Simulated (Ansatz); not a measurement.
# Se (P3_121) in Ansatz: a series of runs

One crystal, Se, is run at these levels: r2SCAN; tasks: single point, equation of state.

Everything below comes from runs of Ansatz 0.2.0. Logs are shortened: lines on timing, memory, paths and dates and some standing lists are left out, and cuts for length are marked.

## (1) The crystal as given

The structure is trigonal, space group P3_121 (No. 152). The conventional cell has a = 4.366 Å, b = 4.366 Å, c = 4.954 Å, α = 90.00°, β = 90.00°, γ = 120.00°. Se (site symmetry 2) has 2 Se at 2.37 Å as nearest neighbours.

## (2) Single point, r2SCAN, 25.63 Å³/atom (volume scaled by 0.94)

input.yaml reads:

```yaml
crystal:
  lattice:
    - [4.2770688679, 0.0, 0.0]
    - [-2.1385344339, 3.7040502933, 0.0]
    - [0.0, 0.0, 4.8524777481]
  atoms:
    - { symbol: Se, position: [0.7746, 0.7746, 0.0] }
    - { symbol: Se, position: [0.0, 0.2254, 0.6666666667] }
    - { symbol: Se, position: [0.2254, 0.0, 0.3333333333] }
hamiltonian:
  xc: r2scan
  pseudopotentials: { kind: paw }
kpoints:
  mp_grid: { grid: [7, 7, 6] }
scf:
  occupations: { method: fermi_dirac, width: 0.05 }
output:
  forces: true
  stress: true
  eigenvalues: true
```

Potentials or basis: Ansatz PAW.

Run with:

```console
> ansatz run input.yaml --threads 2 --pin off --max-ram 5632MiB --backend cpu --events-out ev --progress --plain --runs-dir out
```

Log:

```text
Warning: RAYON_NUM_THREADS=2 ignored (pool sized by the plan → 2); use --threads N
Engine: ansatz 0.2.0, aarch64-unknown-linux-gnu
Pseudopotentials: kind: paw
Pseudopotential: Se, paw, valence charge 16, recommended cutoff 500 eV (meta_gga), Se.paw.azcp
Functional definition: r2SCAN
  parameter k0 = 0.174
  parameter k1 = 0.065
  parameter a1 = 4.9479
  exchange = r2scan_x(k0 = k0, k1 = k1, a1 = a1)
  correlation = r2scan_c
Crystal: 3 atoms, lattice volume = 76.875 Å³
Basis set: ecut = 500 eV, 1967 PW (Γ), exchange–correlation on 128×128×144 points (64 copies of the dense FFT grid, shifted against one another)
Bands: 29, of which v1, the nominal top of the filled ones, is band 24 counted from 1 (23 counted from 0)
Symmetry: 6 space group operations
Space group: P3121 (ITA 152), of the structure as read, at distance tolerance 4.3e-5 Å
k-points: 40 of 294 (time reversal used)
Non-local potential: Se, projectors of the file, l = 0: 2, l = 1: 2, l = 2: 3, l = 3: 1
PAW form: soft (Blöchl's): semilocal exchange-correlation on the pseudo side does not see the compensation charge
PAW frozen core: Se, regenerated for the run's functional (the file was generated under x = pbe(κ = 0.804, μ = 0.2195149727645171), c = pbe(β = 0.06672455060314922))
PAW one-centre angular grid: Se, 590 points (default); XC on 160 Gauss nodes
Initial density: superposition of atomic densities (neutral atoms: chi_scale 0, normalization atom), corrected by the library's trained network
Initial wavefunctions: pseudopotential atomic-orbital guess
Functional: x = r2scan, c = r2scan; τ floored in thin density (d = 2e-4 eV/Å³)
SCF iter   1: F=—  HF=-16434.245660 eV  |F-HF|=—  |Δ(HF+E_count)|=         —  Δρ=3.38e-3  dr2=6.23e-3  dr2_τ=1.01e-2  ethr=1.77e-3  ⟨swp⟩=5.9  Hψ=4869  notcnv=0
preconditioner: auto → Resta (q_TF=auto, 2.522 Å⁻¹)  ε∞=3.5  [insulator: Δε(μ)=1.399 eV  Ē_g=11.322 eV  σ=0.050 eV  W_gap=1.00  n_scr=20 (ndim 8)  ℏωp=18.0 eV  f_vac=0.075  D(μ)=0.00/eV (n_scr^D=0)  ε∞_Penn≈3.5]
SCF iter   2: F=—  HF=-16434.258415 eV  |F-HF|=—  |Δ(HF+E_count)|=   1.28e-2  Δρ=2.14e-3  dr2=2.20e-3  dr2_τ=4.64e-5  ethr=1.30e-5  ⟨swp⟩=2.0  Hψ=2625  notcnv=0  defer=15
SCF iter   3: F=—  HF=-16434.259104 eV  |F-HF|=—  |Δ(HF+E_count)|=   6.89e-4  Δρ=8.82e-4  dr2=4.20e-4  dr2_τ=8.06e-6  ethr=4.58e-6  ⟨swp⟩=1.4  Hψ=1275  notcnv=0  defer=15
SCF iter   4: F=—  HF=-16434.259297 eV  |F-HF|=—  |Δ(HF+E_count)|=   1.94e-4  Δρ=1.33e-4  dr2=1.39e-5  dr2_τ=4.96e-7  ethr=8.76e-7  ⟨swp⟩=2.0  Hψ=1505  notcnv=0  defer=15
SCF iter   5: F=—  HF=-16434.259305 eV  |F-HF|=—  |Δ(HF+E_count)|=   8.18e-6  Δρ=2.30e-5  dr2=4.37e-7  dr2_τ=1.21e-8  ethr=2.89e-8  ⟨swp⟩=2.0  Hψ=1505  notcnv=0  defer=15
SCF iter   6: F=-16434.259306 eV  HF=-16434.259306 eV  |F-HF|=1.16e-8  |Δ(HF+E_count)|=   2.60e-7  Δρ=4.57e-6  dr2=1.07e-8  dr2_τ=4.24e-10  ethr=2.08e-10  ⟨swp⟩=6.3  Hψ=5185  notcnv=0
SCF 1 converged in 6 iterations: F = -16434.259306 eV  dr2 = 1.07e-8
SCF converged after 6 iterations
Free energy (F): -16434.259306 eV
Harris-Foulkes:  -16434.259306 eV  (|F-HF|=1.16e-8)
Internal energy: -16434.259306 eV  (E = F + TS)
E sigma→0 (E₀):  -16434.259306 eV
Entropy (-TS):   -0.000000 eV (-0.000 meV/atom)
Fermi energy:    8.297982 eV
--- Per-component energies (eV) ---
  E_band       = -1233.689100
  E_kinetic    = 355.058829
  E_local      = -7568.362915  (includes V_loc(G=0)·N_el)
  E_nonlocal   = -1782.009335
  E_hartree    = 3722.903414
  E_xc         = -294.177312
  E_vxc        = -316.831128  (∫ρ·V_xc dr)
  E_paw        = -5776.989840  (= ΣΔE_a)
  E_vpaw       = 616.824266  (= ΣTr[D̂ρ^β])
  E_aug_tail   = -0.000640  (compensation charges beyond the density's cutoff)
  E_vtau       = 15.824909  (kinetic-family band-sum trace: ∫τ·v_τ [+ j·A + Jᵃ·Aᵃ] dr)
  E_ewald      = -5085.387195
  E_core_change = -5.294311  (= ΣΔE_core)
  E_smearing   = -0.000000  (= −TS)
  E_closure    = 0.000000  (closes the sum)
  Σ components = -16434.259306   (vs F -16434.259306, Δ=0.00e0)
--- Forces (eV/Å), atoms counted from 1 ---
  atom   1  Se    -0.36346229    -0.62953514    -0.00000000
  atom   2  Se    -0.36346229     0.62953514     0.00000000
  atom   3  Se     0.72692457    -0.00000000    -0.00000000
  max |Σ_I F_I| component: 1.11e-16 eV/Å
--- Stress (GPa, compression-positive) ---
        4.602078       0.000000      -0.000000
        0.000000       4.602078      -0.000000
       -0.000000      -0.000000       7.817734
  P = ⅓ Tr σ = 5.6740 GPa (56.740 kbar)
--- Band table (eV; the first three rows and the last of 40) ---
  k-point 0: bands = ["-41.7459", "-41.7459", "-41.6937", "-41.6852", "-41.6852", "-41.6252", "-41.5089", "-41.5025", "-41.5025", "-41.4509", "-41.4509", "-41.4466", "-41.4283", "-41.3945", "-41.3945", "-9.4827", "-4.7623", "-4.7623", "3.3474", "3.3878", "3.3878", "5.1396", "5.1396", "6.9969", "9.7889", "9.7889", "9.9651", "14.3530", "14.3530"]
  k-point 1: bands = ["-41.7589", "-41.7304", "-41.6946", "-41.6898", "-41.6785", "-41.6296", "-41.5088", "-41.5048", "-41.5001", "-41.4524", "-41.4494", "-41.4467", "-41.4261", "-41.3993", "-41.3912", "-9.3337", "-6.0408", "-3.4988", "2.9412", "3.4281", "3.6418", "5.1737", "5.4315", "6.7746", "9.5055", "9.5308", "9.7159", "14.7527", "14.8413"]
  k-point 2: bands = ["-41.7674", "-41.7154", "-41.6978", "-41.6927", "-41.6689", "-41.6411", "-41.5084", "-41.5066", "-41.4983", "-41.4535", "-41.4483", "-41.4470", "-41.4203", "-41.4056", "-41.3894", "-8.8915", "-7.2046", "-2.4640", "2.3983", "3.6242", "3.7863", "5.3943", "5.9212", "6.2551", "9.0802", "9.1474", "9.2742", "14.3801", "14.9539"]
  k-point 39: bands = ["-41.7703", "-41.7038", "-41.7038", "-41.6935", "-41.6558", "-41.6557", "-41.5079", "-41.5079", "-41.4974", "-41.4546", "-41.4472", "-41.4471", "-41.4145", "-41.4143", "-41.3865", "-7.7253", "-7.6678", "-3.4511", "1.1292", "2.0708", "2.1694", "6.3097", "7.0012", "7.2616", "9.1232", "10.5312", "10.7684", "14.4257", "15.9326"]
```

It took 9.6 s on 2 threads of Arm Neoverse V1, shared host; peak memory 0.47 GiB.

What came out:

```
Free energy            : -16434.2593 eV
Pressure               : 5.7 GPa
Largest force          : 0.727 eV/Å
Band gap on the k mesh : 1.40 eV, indirect (least direct gap 1.80 eV)
```

Caveat: odd divisions of the mesh miss points on the zone boundary, where band edges often lie, so the gap on the mesh can be too wide; the PAW data sets come from PBE, with cores solved anew for the run's functional, which leaves a small shift of forces and pressure.

## (3) Single point, r2SCAN, 26.17 Å³/atom (volume scaled by 0.96)

input.yaml: that of step 2 with these lines changed.

```diff
@@ -2,5 +2,5 @@
   lattice:
-    - [4.2770688679, 0.0, 0.0]
-    - [-2.1385344339, 3.7040502933, 0.0]
-    - [0.0, 0.0, 4.8524777481]
+    - [4.3071900636, 0.0, 0.0]
+    - [-2.1535950318, 3.730136014, 0.0]
+    - [0.0, 0.0, 4.8866512526]
   atoms:
```

Potentials or basis: Ansatz PAW.

Run with:

```console
> ansatz run input.yaml --threads 2 --pin off --max-ram 5632MiB --backend cpu --events-out ev --progress --plain --runs-dir out
```

It took 9.8 s on 2 threads of Arm Neoverse V1, shared host; peak memory 0.47 GiB.

It converged, with:

```
Free energy            : -16434.3089 eV
Pressure               : 4.1 GPa
Largest force          : 0.486 eV/Å
Band gap on the k mesh : 1.43 eV, indirect (least direct gap 1.77 eV)
```

Caveat: odd divisions of the mesh miss points on the zone boundary, where band edges often lie, so the gap on the mesh can be too wide; the PAW data sets come from PBE, with cores solved anew for the run's functional, which leaves a small shift of forces and pressure.

## (4) Single point, r2SCAN, 26.72 Å³/atom (volume scaled by 0.98)

input.yaml: that of step 3 with these lines changed.

```diff
@@ -2,5 +2,5 @@
   lattice:
-    - [4.3071900636, 0.0, 0.0]
-    - [-2.1535950318, 3.730136014, 0.0]
-    - [0.0, 0.0, 4.8866512526]
+    - [4.3368957613, 0.0, 0.0]
+    - [-2.1684478807, 3.7558619029, 0.0]
+    - [0.0, 0.0, 4.9203533607]
   atoms:
```

Run with:

```console
> ansatz run input.yaml --threads 2 --pin off --max-ram 5632MiB --backend cpu --events-out ev --progress --plain --runs-dir out
```

It took 9.7 s on 2 threads of Arm Neoverse V1, shared host; peak memory 0.48 GiB.

It converged, with:

| Quantity | Value |
| --- | --- |
| Free energy | -16434.3430 eV |
| Pressure | 2.6 GPa |
| Largest force | 0.262 eV/Å |
| Band gap on the k mesh | 1.44 eV, indirect (least direct gap 1.74 eV) |

Caveat: odd divisions of the mesh miss points on the zone boundary, where band edges often lie, so the gap on the mesh can be too wide; the PAW data sets come from PBE, with cores solved anew for the run's functional, which leaves a small shift of forces and pressure.

## (5) Single point, r2SCAN, 27.26 Å³/atom

input.yaml: that of step 4 with these lines changed.

```diff
@@ -2,5 +2,5 @@
   lattice:
-    - [4.3368957613, 0.0, 0.0]
-    - [-2.1684478807, 3.7558619029, 0.0]
-    - [0.0, 0.0, 4.9203533607]
+    - [4.3662, 0.0, 0.0]
+    - [-2.1831, 3.781240118, 0.0]
+    - [0.0, 0.0, 4.9536]
   atoms:
@@ -20 +20,5 @@
   eigenvalues: true
+  write_density: true
+  write_potential: true
+  elf: true
+  volumetric_format: npy
```

Run with:

```console
> ansatz run input.yaml --threads 2 --pin off --max-ram 5632MiB --backend cpu --events-out ev --progress --plain --runs-dir out
```

Run time: 15 s. Hardware: 2 threads of Arm Neoverse V1, shared host; peak memory 0.48 GiB.

It converged, with:

```
Free energy            : -16434.3632 eV
Pressure               : 1.3 GPa
Largest force          : 0.053 eV/Å
Band gap on the k mesh : 1.46 eV, indirect (least direct gap 1.71 eV)
```

Caveat: odd divisions of the mesh miss points on the zone boundary, where band edges often lie, so the gap on the mesh can be too wide; the PAW data sets come from PBE, with cores solved anew for the run's functional, which leaves a small shift of forces and pressure.

## (6) Single point, r2SCAN, 27.81 Å³/atom (volume scaled by 1.02)

input.yaml: that of step 5 with these lines changed.

```diff
@@ -2,5 +2,5 @@
   lattice:
-    - [4.3662, 0.0, 0.0]
-    - [-2.1831, 3.781240118, 0.0]
-    - [0.0, 0.0, 4.9536]
+    - [4.3951160745, 0.0, 0.0]
+    - [-2.1975580372, 3.8062821731, 0.0]
+    - [0.0, 0.0, 4.9864062541]
   atoms:
@@ -20,5 +20 @@
   eigenvalues: true
-  write_density: true
-  write_potential: true
-  elf: true
-  volumetric_format: npy
```

Potentials or basis: Ansatz PAW.

Run with:

```console
> ansatz run input.yaml --threads 2 --pin off --max-ram 5632MiB --backend cpu --events-out ev --progress --plain --runs-dir out
```

It took 12 s on 2 threads of Arm Neoverse V1, shared host; peak memory 0.54 GiB.

It converged, with:

```yaml
Free_energy: -16434.3709 eV
Pressure: 0.2 GPa
Largest_force: 0.141 eV/Å
Band_gap_on_the_k_mesh: 1.43 eV, indirect (least direct gap 1.68 eV)
```

Caveat: odd divisions of the mesh miss points on the zone boundary, where band edges often lie, so the gap on the mesh can be too wide; the PAW data sets come from PBE, with cores solved anew for the run's functional, which leaves a small shift of forces and pressure.

## (7) Single point, r2SCAN, 28.35 Å³/atom (volume scaled by 1.04)

input.yaml: that of step 6 with these lines changed.

```diff
@@ -2,5 +2,5 @@
   lattice:
-    - [4.3951160745, 0.0, 0.0]
-    - [-2.1975580372, 3.8062821731, 0.0]
-    - [0.0, 0.0, 4.9864062541]
+    - [4.423656589, 0.0, 0.0]
+    - [-2.2118282945, 3.8309989837, 0.0]
+    - [0.0, 0.0, 5.0187864228]
   atoms:
```

Run with:

```console
> ansatz run input.yaml --threads 2 --pin off --max-ram 5632MiB --backend cpu --events-out ev --progress --plain --runs-dir out
```

It took 11 s on 2 threads of Arm Neoverse V1, shared host; peak memory 0.54 GiB.

The run converged. Its results:

```yaml
Free_energy: -16434.3673 eV
Pressure: -0.9 GPa
Largest_force: 0.321 eV/Å
Band_gap_on_the_k_mesh: 1.41 eV, indirect (least direct gap 1.65 eV)
```

Caveat: odd divisions of the mesh miss points on the zone boundary, where band edges often lie, so the gap on the mesh can be too wide; the PAW data sets come from PBE, with cores solved anew for the run's functional, which leaves a small shift of forces and pressure.

## (8) Single point, r2SCAN, 28.90 Å³/atom (volume scaled by 1.06)

input.yaml: that of step 7 with these lines changed.

```diff
@@ -2,5 +2,5 @@
   lattice:
-    - [4.423656589, 0.0, 0.0]
-    - [-2.2118282945, 3.8309989837, 0.0]
-    - [0.0, 0.0, 5.0187864228]
+    - [4.4518335053, 0.0, 0.0]
+    - [-2.2259167526, 3.855400909, 0.0]
+    - [0.0, 0.0, 5.0507540772]
   atoms:
```

Run with:

```console
> ansatz run input.yaml --threads 2 --pin off --max-ram 5632MiB --backend cpu --events-out ev --progress --plain --runs-dir out
```

Run time: 12 s. Hardware: 2 threads of Arm Neoverse V1, shared host; peak memory 0.54 GiB.

The run converged. Its results:

| Item | Value |
| --- | --- |
| Free energy | -16434.3535 eV |
| Pressure | -1.8 GPa |
| Largest force | 0.489 eV/Å |
| Band gap on the k mesh | 1.38 eV, indirect (least direct gap 1.62 eV) |

Caveat: odd divisions of the mesh miss points on the zone boundary, where band edges often lie, so the gap on the mesh can be too wide; the PAW data sets come from PBE, with cores solved anew for the run's functional, which leaves a small shift of forces and pressure.

## (9) Equation of state, r2SCAN

Potentials or basis: Ansatz PAW.

This step only gathers the single runs of the series.

Results:

| Quantity | Value |
| --- | --- |
| Equilibrium volume | 27.90 Å³/atom |
| Bulk modulus at fixed shape and positions | 55 GPa |
| Pressure derivative of the bulk modulus | 4.4 |

Energy against volume, from the lowest point:
| volume (Å³/atom) | energy (meV/atom) |
| --- | --- |
| 25.625 | 37.19 |
| 26.170 | 20.66 |
| 26.716 | 9.28 |
| 27.261 | 2.55 |
| 27.806 | 0.00 |
| 28.351 | 1.20 |
| 28.896 | 5.78 |

Caveat: the cell was scaled at fixed shape and fractional positions, which overstates the stiffness of a crystal with free parameters, most of all of layers and chains; the PAW data sets were made with another functional, which shifts forces and pressure a little.
